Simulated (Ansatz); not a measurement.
**CoO: single point with PBE**

The system is CoO.

```
CELL_PARAMETERS angstrom
-1.50800 1.50800 2.10725
1.50800 -1.50800 2.10725
1.50800 1.50800 -2.10725
ATOMIC_POSITIONS crystal
Co 0.00000 0.00000 0.00000
O 0.50000 0.50000 0.00000
```

```
Program             : Ansatz 0.2.0
Task                : single point
Functional          : PBE
Potentials or basis : Ansatz PAW
Cutoff              : 420 eV (not typed: the program's choice for these potentials)
k mesh              : 10 × 10 × 10
Occupations         : fermi-dirac, width 0.05 eV
Spin                : collinear spin, program default start
Fixed moment        : 0 μB
```

* Pressure: -18.0 GPa
* Net moment: 0.00 μB per cell
* Absolute moment: 0.00 μB per cell

Stress tensor (GPa, compression positive):
```
-18.20   0.00   0.00
  0.00 -18.20   0.00
  0.00   0.00 -17.58
```

Wall time 1.7 s on 2 threads of Arm Neoverse V1, with other jobs on the host, peak memory 0.29 GiB.

Caveat: the pressure holds a Pulay correction of +0.7 GPa for the finite cutoff; the total moment is fixed, so each spin has its own Fermi level; the thresholds are loose for stress.
